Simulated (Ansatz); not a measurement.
Here is an unrelaxed guess for GaAs.

```yaml
crystal:
  lattice:
    - [3.33662, 0.00000, 0.00000]
    - [-1.66831, 2.88960, 0.00000]
    - [0.00000, 0.00000, 7.20710]
  atoms:
    - { symbol: Ga, position: [0.00000, 0.00000, 0.00000] }
    - { symbol: Ga, position: [0.00000, 0.00000, 0.50000] }
    - { symbol: As, position: [0.33333, 0.66667, 0.25000] }
    - { symbol: As, position: [0.66667, 0.33333, 0.75000] }
```

Theory: DFT PBE, scalar-relativistic, plane waves, PAW in Ansatz 0.2.0. Plane waves to 420 eV, a k mesh through Γ of 6×6×4 on the computed 4-atom cell and Gaussian smearing (0.10 eV); no spin polarisation.

The zero of energy is the elements' standard structures at the same level; no fitted shifts are applied.

**Question.** How far from equilibrium is it?

**Answer.** The pressure is 11.0 GPa (the mean over three directions, positive in compression), the largest force is 0.00 eV/Å (symmetry fixes the atoms), and the energy is +0.17 eV/atom against the elements. The shortest distance is 2.64 Å.

**Question.** How much does it gain on relaxing, and where does it end?

**Answer.** Relaxing gains about 0.17 eV/atom (the start's value is from the coarse mesh, so the gain is rough) in 13 ionic steps and ends at 0.00 eV/atom on the finer mesh. The symmetry stays P6_3/mmc (No. 194). The end has the nickel arsenide type. The volume per atom grows by 14.0 %, from 17.4 to 19.8 Å³. The shortest distance goes from 2.64 Å (Ga–As) to 2.71 Å (Ga–As). The ratio c/a of the conventional cell changes by a factor of 0.79. Conventional cell: a = 3.766 Å, c = 6.453 Å. Around Ga lie 6 As at 2.71 Å; around As lie 6 Ga at 2.71 Å.

The last run used a 12×12×8 mesh (in the run's order of axes) for its 4-atom cell and Gaussian smearing of 0.10 eV. For metals, differences of a few meV/atom aren't resolved. The reference form of As is held partly by dispersion forces, which this level lacks. The relaxation can't lower the symmetry of the start. A structure relaxed within its symmetry needn't be a true minimum.
